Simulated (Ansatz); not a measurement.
Set up this calculation in Ansatz 0.2.0, as the native input.

```yaml
Task: single point
Functional: PBE
Potentials_or_basis: Ansatz PAW
Cutoff: "420 eV (not typed: the program's choice for these potentials)"
k_mesh: 11 × 11 × 11
Occupations: fermi-dirac, width 0.05 eV
Spin: no spin polarisation
```

AlN:

```
Al N
1.0
     0.00000    2.03452    2.03452
     2.07521    0.00000    2.03452
     2.07521    2.03452    0.00000
Al N
1 1
Direct
  0.50000 0.50000 0.50000
  0.00000 0.00000 0.00000
```

Measurements of this composition are mostly on another form, of space group No. 186.

The cell isn't the ideal one: strained by +2 %.

These files were run (other wordings do the same):

input.yaml

```yaml
crystal:
  lattice:
    - [0.0, 2.034518, 2.034518]
    - [2.07520836, 0.0, 2.034518]
    - [2.07520836, 2.034518, 0.0]
  atoms:
    - { symbol: Al, position: [0.5, 0.5, 0.5] }
    - { symbol: "N", position: [0.0, 0.0, 0.0] }
hamiltonian:
  xc: pbe
  pseudopotentials: { kind: paw }
kpoints:
  mp_grid: { grid: [11, 11, 11] }
scf:
  occupations: { method: fermi_dirac, width: 0.05 }
output:
  forces: true
  stress: true
  eigenvalues: true
```

Potentials or basis: Ansatz PAW.

The run is started by

```bash
$ ansatz run input.yaml --threads 2 --pin off --max-ram 5632MiB --backend cpu --events-out ev --progress --plain --runs-dir out
```

It gave:

| Item | Value |
| --- | --- |
| Pressure | -4.4 GPa |
| Band gap on the k mesh | 4.25 eV, indirect (least direct gap 5.02 eV) |

Caveat: odd divisions of the mesh miss points on the zone boundary, where band edges often lie, so the gap on the mesh can be too wide; the pressure holds a Pulay correction of +0.5 GPa for the finite cutoff.

Run time: 0.58 s on 2 threads of Arm Neoverse V2, with other jobs on the host, peak memory 0.27 GiB.
